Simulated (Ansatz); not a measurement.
From barrier to diffusion: Zn in ZnS

Level of theory: DFT PBEsol, scalar-relativistic, plane waves, PAW in Ansatz 0.2.0. Settings: 420 eV cutoff, 2×2×2 k-mesh, Gaussian smearing of 0.02 eV, no spin polarisation.

Host crystal, relaxed:

```xyz
2
Lattice="0.0000 2.6780 2.6780 2.6780 0.0000 2.6780 2.6780 2.6780 0.0000" Properties=species:S:1:pos:R:3 pbc="T T T"
Zn    0.0000    0.0000    0.0000
S     4.0171    4.0171    4.0171
```

In a supercell of 16 host sites with charge -2, Zn trades places with a neighbouring Zn vacancy, moving 3.79 Å. Climbing-image nudged elastic band at fixed cell; the order of the saddle wasn't checked, and the small cell leaves errors of about a tenth of an eV.

```tsv
image	path (Å)	E − E(0) (eV)
0	0.00	0.000
1	1.18	0.729
2	2.36	1.506
3	3.54	0.729
4	4.72	0.000
```

**Question.** What are the barriers forward and back, and what attempt frequency does the shape suggest?

**Answer.** Forward 1.51 eV, back 1.51 eV, the ends being level. For a sinusoidal profile E_b sin²(πx/l), with the Zn atom alone moving, ν = (1/l)√(E_b/2m) = 2.8×10¹² s⁻¹, within an order of magnitude of the customary 10¹³ s⁻¹; a true prefactor needs the vibrations at the minimum and at the saddle.

**Question.** With ν = 10¹³ s⁻¹, how often does the exchange happen at 300, 600 and 1000 K once atom and vacancy are neighbours, taking the host as solid throughout? Does that give the diffusivity?

**Answer.** k = ν exp(−E_b/k_BT):
```tsv
T (K)	k (1/s)	wait (s)
300	5.1×10⁻¹³	2.0×10¹²
600	2.3	0.44
1000	2.6×10⁵	3.9×10⁻⁶
```

No. The atom can jump only when a vacancy is beside it, so where vacancies are thermal the activation energy of diffusion adds the vacancy's formation energy; where doping, quenching or off-stoichiometry fixes their number, it doesn't. And repeated exchanges only swap the two back and forth: Zn gets on when the vacancy moves round it by other jumps, which the correlation factor counts. An error of 0.1 eV in the barrier changes k by a factor of 48 at 300 K and 3.2 at 1000 K.

Cost: 1 run of about 7.1 core-minutes, on Arm Neoverse V2 (shared hosts).